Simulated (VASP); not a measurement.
# AlN (Fm-3m) in VASP: Born charges and dielectric tensor with LDA

Aim: the Born charges and dielectric tensor of AlN with LDA.

Everything below comes from runs of VASP 6.6.1. Logs are shortened: lines on timing, memory, paths and dates and some standing lists are left out, and cuts for length are marked.

### Step 1. Starting point

It takes space group Fm-3m (No. 225, cubic). The conventional cell has a = 4.044 Å, b = 4.044 Å, c = 4.044 Å, α = 90.00°, β = 90.00°, γ = 90.00°. Al (site symmetry m-3m) has 6 N at 2.02 Å as nearest neighbours. N (site symmetry m-3m) is surrounded by 6 Al at 2.02 Å.

Measurements of this composition are mostly on another form, of space group No. 186.

### Step 2. Born charges and dielectric tensor, LDA

INCAR

```
SYSTEM = AlN
PREC = Accurate
ENCUT = 600
EDIFF = 1E-8
ISMEAR = 0
SIGMA = 0.02
LREAL = .FALSE.
LASPH = .TRUE.
NELM = 60
ALGO = Normal
ISIF = 2
LWAVE = .FALSE.
LCHARG = .FALSE.
LEPSILON = .TRUE.
IBRION = 8
NSW = 1
```

KPOINTS

```
Automatic mesh
0
G
  10 10 10
  0 0 0
```

POSCAR

```
AlN
1.0
    0.0000000000      2.0219600000      2.0219600000
    2.0219600000      0.0000000000      2.0219600000
    2.0219600000      2.0219600000      0.0000000000
Al N
1 1
Direct
    0.5000000000      0.5000000000      0.5000000000
    0.0000000000      0.0000000000      0.0000000000
```

Potentials or basis: VASP PAW LDA potentials, release 64 (Al, N).

Started as:

```sh
$ cat potpaw_LDA.64/Al/POTCAR potpaw_LDA.64/N/POTCAR > POTCAR
$ mpirun -np 1 vasp_std > vasp.out
```

OUTCAR:

```text
SYSTEM = AlN
   PREC = Accurate
   ENCUT = 600
   EDIFF = 1E-8
   ISMEAR = 0
   LREAL = .FALSE.
   LASPH = .TRUE.
   NELM = 60
   ISIF = 2
   LEPSILON = .TRUE.
   IBRION = 8
   NSW = 1

 ion  position               nearest neighbor table
   1  0.500  0.500  0.500-   2 2.02   2 2.02   2 2.02   2 2.02   2 2.02   2 2.02
   2  0.000  0.000  0.000-   1 2.02   1 2.02   1 2.02   1 2.02   1 2.02   1 2.02

  LATTYP: Found a face centered cubic cell.
 ALAT       =     4.0439200000

  Lattice vectors:

 A1 = (   0.0000000000,   2.0219600000,   2.0219600000)
 A2 = (   2.0219600000,   0.0000000000,   2.0219600000)
 A3 = (   2.0219600000,   2.0219600000,   0.0000000000)

Analysis of symmetry for initial positions (statically):
=====================================================================
 Subroutine PRICEL returns:
 Original cell was already a primitive cell.

 Routine SETGRP: Setting up the symmetry group for a
 face centered cubic supercell.

 Subroutine GETGRP returns: Found 48 space group operations
 (whereof 48 operations were pure point group operations)
 out of a pool of 48 trial point group operations.

The static configuration has the point symmetry O_h .

Analysis of symmetry for dynamics (positions and initial velocities):
=====================================================================
 Subroutine PRICEL returns:
 Original cell was already a primitive cell.

 Routine SETGRP: Setting up the symmetry group for a
 face centered cubic supercell.

 Subroutine GETGRP returns: Found 48 space group operations
 (whereof 48 operations were pure point group operations)
 out of a pool of 48 trial point group operations.

The dynamic configuration has the point symmetry O_h .

 Subroutine INISYM returns: Found 48 space group operations
 (whereof 48 operations are pure point group operations),
 and found     1 'primitive' translations

----------------------------------------------------------------------------------------

                                     Primitive cell

  volume of cell :      16.5328

  direct lattice vectors                    reciprocal lattice vectors
     0.000000000  2.021960000  2.021960000    -0.247284813  0.247284813  0.247284813
     2.021960000  0.000000000  2.021960000     0.247284813 -0.247284813  0.247284813
     2.021960000  2.021960000  0.000000000     0.247284813  0.247284813 -0.247284813

  length of vectors
     2.859483255  2.859483255  2.859483255     0.428309860  0.428309860  0.428309860

  position of ions in fractional coordinates (direct lattice)
     0.500000000  0.500000000  0.500000000
     0.000000000  0.000000000  0.000000000

  ion indices of the primitive-cell ions
   primitive index   ion index
                 1           1
                 2           2

----------------------------------------------------------------------------------------

 KPOINTS: Automatic mesh

Automatic generation of k-mesh.
 Grid dimensions read from file:
 generate k-points for:   10   10   10

 Generating k-lattice:

  Cartesian coordinates                     Fractional coordinates (reciprocal lattice)
[... 414 lines left out ...]
  ---------------------------------------------------
  free energy    TOTEN  =        -0.19948738 eV

  energy without entropy =       -0.19948738

------------------------ aborting loop because EDIFF is reached ----------------------------------------

--------------------------------------- Ionic step        2  -------------------------------------------

------------------------ aborting loop because EDIFF is reached ----------------------------------------

--------------------------------------- Ionic step        3  -------------------------------------------

------------------------ aborting loop because EDIFF is reached ----------------------------------------

 PIEZOELECTRIC TENSOR FIELD DIRECTION 3  (e Angst)
 -----------------------------------------------------------------------------
     0.00006  0.00000  0.00000           ( -0.00001  0.00000  0.00000)
     0.00000  0.00006 -0.00000           (  0.00000 -0.00001  0.00000)
     0.00000  0.00000 -0.00046           (  0.00000  0.00000 -0.00002)

 PIEZOELECTRIC TENSOR FIELD DIRECTION 3  (C/m^2)
 -----------------------------------------------------------------------------
     0.00006  0.00000  0.00000
     0.00000  0.00006 -0.00000
     0.00000  0.00000 -0.00045

--------------------------------------- Ionic step        4  -------------------------------------------

------------------------ aborting loop because EDIFF is reached ----------------------------------------

[... ionic steps 5 to 6 ...]

--------------------------------------- Ionic step        7  -------------------------------------------

 Free energy of the ion-electron system (eV)
  ---------------------------------------------------
  ---------------------------------------------------
  free energy    TOTEN  =        -0.23283421 eV

  energy without entropy =       -0.23283421

------------------------ aborting loop because EDIFF is reached ----------------------------------------

 INTERNAL STRAIN TENSOR  FOR ION    2  DIRECTION 1   (eV/Angst):
 -----------------------------------------------------------------------------
    -0.02191 -0.00000 -0.00000
    -0.00000  0.01493  0.00000
    -0.00000  0.00000  0.01493

 MACROSCOPIC STATIC DIELECTRIC TENSOR (including local field effects in DFT)
 ------------------------------------------------------
           5.109213    -0.000000     0.000000
           0.000000     5.109213     0.000000
           0.000000     0.000000     5.109213
 ------------------------------------------------------

 PIEZOELECTRIC TENSOR (including local field effects)  for field in x, y, z        (e  Angst)
          XX          YY          ZZ          XY          YZ          ZX
  --------------------------------------------------------------------------------
  x     0.00000     0.00000     0.00000     0.00000     0.00000     0.00000
  y     0.00000     0.00000     0.00000     0.00000     0.00000     0.00000
  z     0.00000     0.00000     0.00000     0.00000     0.00000     0.00000

 PIEZOELECTRIC TENSOR (including local field effects)  for field in x, y, z        (C/m^2)
          XX          YY          ZZ          XY          YZ          ZX
  --------------------------------------------------------------------------------
  x     0.00000     0.00000     0.00000     0.00000     0.00000     0.00000
  y     0.00000     0.00000     0.00000     0.00000     0.00000     0.00000
  z     0.00000     0.00000     0.00000     0.00000     0.00000     0.00000

 BORN EFFECTIVE CHARGES (including local field effects) (in |e|, cummulative output)
 ---------------------------------------------------------------------------------
 ion    1
    1     2.95795     0.00000    -0.00000
    2    -0.00000     2.95795    -0.00000
    3     0.00000    -0.00000     2.95795
 ion    2
    1    -2.95795    -0.00000     0.00000
    2     0.00000    -2.95795     0.00000
    3    -0.00000     0.00000    -2.95795

 INTERNAL STRAIN TENSOR FOR ION    2 for displacements in x,y,z  (eV/Angst):
          X           Y           Z          XY          YZ          ZX
  --------------------------------------------------------------------------------
  x     0.00000     0.00000     0.00000     0.00000     0.00000     0.00000
  y     0.00000     0.00000     0.00000     0.00000     0.00000     0.00000
  z     0.00000     0.00000     0.00000     0.00000     0.00000     0.00000

 SECOND DERIVATIVES (NOT SYMMETRIZED)
 ------------------------------------
               1X          1Y          1Z          2X          2Y          2Z
  1X    -6.987330    0.000000    0.000000    6.987330    0.000000    0.000000
  1Y     0.000000   -6.987330    0.000000    0.000000    6.987330    0.000000
  1Z     0.000000    0.000000   -6.987330    0.000000    0.000000    6.987330
  2X     6.983659    0.000000    0.000000   -6.983659    0.000000    0.000000
  2Y     0.000000    6.983659    0.000000    0.000000   -6.983659    0.000000
  2Z     0.000000    0.000000    6.983659    0.000000    0.000000   -6.983659

 Eigenvectors and eigenvalues of the dynamical matrix
 ----------------------------------------------------

   1 f  =   13.608782 THz    85.506500 2PiTHz  453.940110 cm-1    56.281375 meV
             X         Y         Z           dx          dy          dz
      2.021960  2.021960  2.021960     0.000000    0.584599    0.000000
      0.000000  0.000000  0.000000     0.000000   -0.811322    0.000000
[... 21 lines left out ...]
   6 f/i=    0.001696 THz     0.010655 2PiTHz    0.056563 cm-1     0.007013 meV
             X         Y         Z           dx          dy          dz
      2.021960  2.021960  2.021960     0.000000    0.000000    0.811322
      0.000000  0.000000  0.000000     0.000000    0.000000    0.584599

--------------------------------------------------------------------------------------------------------

 MACROSCOPIC STATIC DIELECTRIC TENSOR IONIC CONTRIBUTION
 ------------------------------------------------------
          13.708906     0.000000     0.000000
          -0.000000    13.708906    -0.000000
           0.000000    -0.000000    13.708906
 ------------------------------------------------------

 ELASTIC MODULI CONTR FROM IONIC RELAXATION (kBar)
 Direction    XX          YY          ZZ          XY          YZ          ZX
 --------------------------------------------------------------------------------
 XX           0.0000      0.0000      0.0000      0.0000      0.0000      0.0000
 YY           0.0000      0.0000      0.0000      0.0000      0.0000      0.0000
 ZZ           0.0000      0.0000      0.0000      0.0000      0.0000      0.0000
 XY           0.0000      0.0000      0.0000      0.0000      0.0000      0.0000
 YZ           0.0000      0.0000      0.0000      0.0000      0.0000      0.0000
 ZX           0.0000      0.0000      0.0000      0.0000      0.0000      0.0000
 --------------------------------------------------------------------------------

 PIEZOELECTRIC TENSOR IONIC CONTR  for field in x, y, z        (C/m^2)
          XX          YY          ZZ          XY          YZ          ZX
  --------------------------------------------------------------------------------
  x     0.00000     0.00000     0.00000     0.00000     0.00000     0.00000
  y     0.00000     0.00000     0.00000     0.00000     0.00000     0.00000
  z     0.00000     0.00000     0.00000     0.00000     0.00000     0.00000
```

Wall time 30 s (1 thread of Intel Xeon 6975P-C (Granite Rapids), shared host); peak memory 0.17 GiB.

Results:

```yaml
Band_gap_on_the_k_mesh: 4.46 eV, indirect (least direct gap 5.76 eV)
Electronic_dielectric_tensor_diagonal: 5.11
Born_charges_mean_of_the_diagonal: Al +2.96; N -2.96 e
Highest_phonon_frequency_at_Γ_LO-TO_splitting_left_out: 454 cm⁻¹
```

Levels at points of the mesh, in eV from the valence-band top:
```csv
k point,band 1,band 2,band 3,band 4,band 5,band 6,band 7,band 8
"(0.00, 0.00, 0.00)",-17.40,0.00,0.00,0.00,5.76,12.02,12.02,12.02
"(0.50, 0.00, 0.00)",-14.07,-8.34,-1.08,-1.08,6.12,10.80,10.80,13.11
"(0.50, 0.50, 0.00)",-13.05,-7.41,-2.81,-2.81,4.46,5.20,13.89,16.98
```

Phonon frequencies in cm⁻¹ (negative: imaginary):
```csv
q point,frequencies
"(0.000, 0.000, 0.000)",0 0 0 454 454 454
```

Electronic dielectric tensor:
```
5.11 0.00 0.00
0.00 5.11 0.00
0.00 0.00 5.11
```

Born effective charge tensors (e):
atom 1, Al
```
2.96 0.00 0.00
0.00 2.96 0.00
0.00 0.00 2.96
```
atom 2, N
```
-2.96  0.00  0.00
 0.00 -2.96  0.00
 0.00  0.00 -2.96
```

A k mesh can miss the band edges. A hybrid or GW would open this gap; LDA tends to underestimate it.
